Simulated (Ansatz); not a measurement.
The system is TiSi2.

```xyz
6
Lattice="0.0000 4.1175 4.2629 2.3895 0.0000 4.2629 2.3895 4.1175 0.0000" Properties=species:S:1:pos:R:3 pbc="T T T"
Ti    3.5843    6.1763    6.3943
Ti    2.3895    4.1175    4.2629
Si    1.1948    3.3975    2.1314
Si    1.1948    0.7200    2.1314
Si    2.3895    1.3387    4.2629
Si    2.3895    6.8963    4.2629
```

The cell is a database's computed one.

Base run:

| Property | Result |
| --- | --- |
| Program | Ansatz 0.2.0 |
| Functional | PBE |
| Potentials or basis | Ansatz PAW |
| Cutoff | 420 eV |
| Density cutoff | 1680 eV |
| k mesh | 7 × 7 × 7 |
| Occupations | fermi-dirac, width 0.05 eV |
| Spin | no spin polarisation |
| Hubbard terms | Ti d U = 2 eV |

Its results: band gap on the k mesh none (metal or under the smearing width); pressure 3.6 GPa; largest force 0.038 eV/Å.

**Question.** After a change of settings the same cell gave: band gap on the k mesh none (metal or under the smearing width); pressure 2.8 GPa; largest force 0.008 eV/Å. Which change was it?
A. functional from PBE to BLYP; hubbard terms from Ti d U = 2 eV to none; hubbard projectors from ortho-atomic (the default) to none
B. hubbard terms from Ti d U = 2 eV to Ti d U = 1 eV
C. functional from PBE to revPBE; hubbard terms from Ti d U = 2 eV to none; hubbard projectors from ortho-atomic (the default) to none
D. functional from PBE to PBEsol; hubbard terms from Ti d U = 2 eV to none; hubbard projectors from ortho-atomic (the default) to none

**Answer.** B.

Caveats: U without spin polarisation on a metal has little footing; the U is typed as a test and isn't derived for this compound.

Not every run made on this cell is shown here.
